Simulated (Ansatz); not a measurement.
Cost and result for the atomization energy of C₂H₂O₄, SMILES `O=C(O)C(=O)O` (8 atoms, 7 bonds).

Total charge 0; spin multiplicity 1. The geometry is a stationary point of PBE0-D4/def2-TZVP. It is one conformer, not always the lowest. Program: Ansatz. All runs use 4 threads of an Arm Neoverse V1 on a shared host. Times are those of one run each, without the atoms' runs, and a repeat can differ threefold. Electronic energies, without spin–orbit coupling; frozen cores. CCSD(T)/CBS adds CCSD(T) − MP2 in def2-TZVPP to the MP2 limit, and its time is that of the two runs behind it. T1 = 0.016. B3LYP takes the VWN-RPA correlation (the form of Gaussian; ORCA's B3LYP/G). HSE06 is the plane-wave form, built on full-range PBE exchange.

CCSD(T)/CBS is a level of theory with its own doubt, some kJ/mol a heavy atom from the limit and from the frozen cores, so smaller differences don't rank the functionals.

```json
{"level": "revPBE-D4/def2-TZVPP", "functions": "214", "wall time": "1.4 s", "atomization (kJ/mol)": "3735.0", "difference from CCSD(T)/CBS": "64.6", "per bond": "9.2"}
{"level": "BLYP-D4/def2-TZVPP", "functions": "214", "wall time": "1.6 s", "atomization (kJ/mol)": "3738.3", "difference from CCSD(T)/CBS": "67.9", "per bond": "9.7"}
{"level": "PBE-D4/def2-TZVPP (with forces)", "functions": "214", "wall time": "1.8 s", "atomization (kJ/mol)": "3885.1", "difference from CCSD(T)/CBS": "214.7", "per bond": "30.7"}
{"level": "BHLYP-D4/def2-TZVPP", "functions": "214", "wall time": "2.2 s", "atomization (kJ/mol)": "3416.9", "difference from CCSD(T)/CBS": "-253.5", "per bond": "-36.2"}
{"level": "HSE06-D4/def2-TZVPP", "functions": "214", "wall time": "2.3 s", "atomization (kJ/mol)": "3703.1", "difference from CCSD(T)/CBS": "32.7", "per bond": "4.7"}
{"level": "CAM-B3LYP-D4/def2-TZVPP", "functions": "214", "wall time": "2.4 s", "atomization (kJ/mol)": "3689.5", "difference from CCSD(T)/CBS": "19.1", "per bond": "2.7"}
{"level": "B3LYP-D4/def2-TZVPP (with forces)", "functions": "214", "wall time": "2.5 s", "atomization (kJ/mol)": "3661.4", "difference from CCSD(T)/CBS": "-9.0", "per bond": "-1.3"}
{"level": "PBE-QIDH/def2-TZVPP", "functions": "214", "wall time": "4.1 s", "atomization (kJ/mol)": "3637.3", "difference from CCSD(T)/CBS": "-33.1", "per bond": "-4.7"}
{"level": "CCSD(T)/def2-SVP", "functions": "94", "wall time": "4.7 s", "atomization (kJ/mol)": "3475.7", "difference from CCSD(T)/CBS": "-194.7", "per bond": "-27.8"}
{"level": "B97M-V/def2-TZVPP", "functions": "214", "wall time": "6.5 s", "atomization (kJ/mol)": "3677.1", "difference from CCSD(T)/CBS": "6.7", "per bond": "0.9"}
{"level": "MP2/def2-QZVPP", "functions": "402", "wall time": "14 s", "atomization (kJ/mol)": "3803.9", "difference from CCSD(T)/CBS": "133.5", "per bond": "19.1"}
{"level": "CCSD(T)/def2-TZVPP", "functions": "214", "wall time": "120 s", "atomization (kJ/mol)": "3552.5", "difference from CCSD(T)/CBS": "-117.9", "per bond": "-16.9"}
{"level": "CCSD(T)/CBS(def2)", "functions": "–", "wall time": "2.2 min", "atomization (kJ/mol)": "3670.4", "difference from CCSD(T)/CBS": "0.0", "per bond": "0.0"}
```

From r2SCAN to r2SCAN0 (25 % exact exchange), in def2-TZVPP and without D4, the atomization energy moves by −151.3 kJ/mol: exact exchange takes away binding that semilocal exchange gives to molecules. At CCSD(T), def2-SVP lies −194.7 kJ/mol from the extrapolated value and def2-TZVPP −118.0 kJ/mol: correlation converges slowly with the basis, and small sets miss more of it in the bonded molecule than in its fragments. The D4 term adds +22.3 kJ/mol with B3LYP and +11.5 kJ/mol with PBE0; it sums over pairs of atoms, weighted by their polarisabilities, and B3LYP, whose exchange is more repulsive, gets the larger term.
